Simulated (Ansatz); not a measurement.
VO2:

```
V O
1.0
     4.50720    0.00000    0.00000
     0.00000    4.50720    0.00000
     0.00000    0.00000    3.04445
V O
2 4
Cartesian
  2.2536 2.2536 1.5222
  0.0000 0.0000 0.0000
  0.9031 3.6041 1.5222
  3.6041 0.9031 1.5222
  3.1567 3.1567 0.0000
  1.3505 1.3505 0.0000
```

The cell is a database's computed one.

- Program: Ansatz 0.2.0
- Task: relaxation of cell and atoms
- Functional: PBE
- Dispersion: D3(BJ)
- Potentials or basis: Ansatz PAW
- Cutoff: 420 eV (not typed: the program's choice for these potentials)
- k mesh: 6 × 6 × 9
- Occupations: fermi-dirac, width 0.05 eV
- Spin: collinear spin, ferromagnetic start
- Starting moments: [2.0, 2.0, 0.0, 0.0, 0.0, 0.0] μB

At the start: volume 10.31 Å³/atom.

Question: How do energy, volume and symmetry change on relaxing?

Answer: It ends after 10 steps and the volume is 9.77 Å³/atom (-5.2 %); space group P4_2/mnm (No. 136, to 0.05 Å); moment 2.00 μB per cell.

The path:
```csv
step,energy change (eV),largest force (eV/Å),volume (Å³)
1,0.0000,0.2346,61.85
2,-0.2885,0.4893,59.80
3,-0.3637,0.1345,57.90
4,-0.3725,0.0746,58.54
5,-0.3726,0.0040,58.68
6,-0.3728,0.0018,58.65
7,-0.3728,0.0001,58.66
8,-0.3662,0.0000,58.66
9,-0.3666,0.0001,58.61
10,-0.3664,0.0000,58.61
```

Final structure:
```cif
data_structure
_symmetry_space_group_name_H-M 'P 1'
_symmetry_Int_Tables_number 1
_cell_length_a 4.5551
_cell_length_b 4.5551
_cell_length_c 2.8247
_cell_angle_alpha 90.000
_cell_angle_beta 90.000
_cell_angle_gamma 90.000
_cell_volume 58.61
loop_
_atom_site_label
_atom_site_type_symbol
_atom_site_fract_x
_atom_site_fract_y
_atom_site_fract_z
_atom_site_occupancy
V1 V 0.50000 0.50000 0.50000 1
V2 V 0.00000 0.00000 0.00000 1
O1 O 0.20069 0.79931 0.50000 1
O2 O 0.79931 0.20069 0.50000 1
O3 O 0.70069 0.70069 0.00000 1
O4 O 0.29931 0.29931 0.00000 1
```

Caveat: the plane-wave basis is chosen anew once the cell has moved, so the energies of steps on either side of that aren't comparable; the pressure holds a Pulay correction of +0.8 GPa for the finite cutoff.
